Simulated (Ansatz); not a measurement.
# Ga: a tetragonal deformation path

The task here is to estimate one member of a computed series from the others.

Method: DFT LDA, scalar-relativistic, plane waves, PAW, in Ansatz 0.2.0.

1 further run of the same task is left out (set aside as unsound or not needed).

### The starting structure

It takes space group I4/mmm (No. 139, tetragonal). Conventional cell: a = 2.808 Å, b = 2.808 Å, c = 4.458 Å, α = 90.00°, β = 90.00°, γ = 90.00°. Ga (site symmetry 4/mmm) is surrounded by 12 Ga at 2.81 to 2.99 Å.

Coordinates:

```xyz
1
Lattice="-1.4040 1.4040 2.2290 1.4040 -1.4040 2.2290 1.4040 1.4040 -2.2290" Properties=species:S:1:pos:R:3 pbc="T T T"
Ga    0.0000    0.0000    0.0000
```

The structure comes from the Crystallography Open Database.

The first run:

input.yaml reads:

```yaml
crystal:
  lattice:
    - [-1.404, 1.404, 2.229]
    - [1.404, -1.404, 2.229]
    - [1.404, 1.404, -2.229]
  atoms:
    - { symbol: Ga, position: [0.0, 0.0, 0.0] }
basis:
  ecutwfc: 420
kpoints:
  mp_grid: { grid: [8, 8, 8] }
hamiltonian:
  xc: lda
scf:
  occupations: { method: gaussian, width: 0.1 }
output:
  forces: true
  stress: true
  eigenvalues: true
```

Among the steps run: Probe: one point at the start; The reference: the undisturbed cell on the scan's mesh; At ρ = 0.850; ρ = 1.200; At ρ = 0.920; Point ρ = 1.100; Point ρ = 0.960; ρ = 1.050.

One of the session's tables, all rows but one given; the rest of the session is left out.

It belongs to the step «The scan collected». 

| ρ | ΔE (meV/atom) | pressure (GPa) |
| --- | --- | --- |
| 0.850 | 2.9 | -1.6 |
| 0.920 | 3.1 | -1.6 |
| 0.960 | 1.0 | -1.6 |
| 1.000 | 0.0 | -1.6 |
| 1.050 | ? | ? |
| 1.100 | 4.7 | -1.3 |
| 1.200 | 22.8 | -0.6 |

**Question.** Estimate the row for ρ = 1.050.

Worked estimate for «ΔE (meV/atom)». A straight line through the neighbours (1.000, 0.0) and (1.100, 4.7) gives 0.0 + (4.7 − 0.0) × (1.050 − 1.000) / (1.100 − 1.000) = 2.4; a parabola fitted to 4 rows on both sides gives 0.7.

**Answer.** ΔE (meV/atom): 0.6; pressure (GPa): -1.6. In «ΔE (meV/atom)» the line misses by +1.8 and the parabola by +0.1.
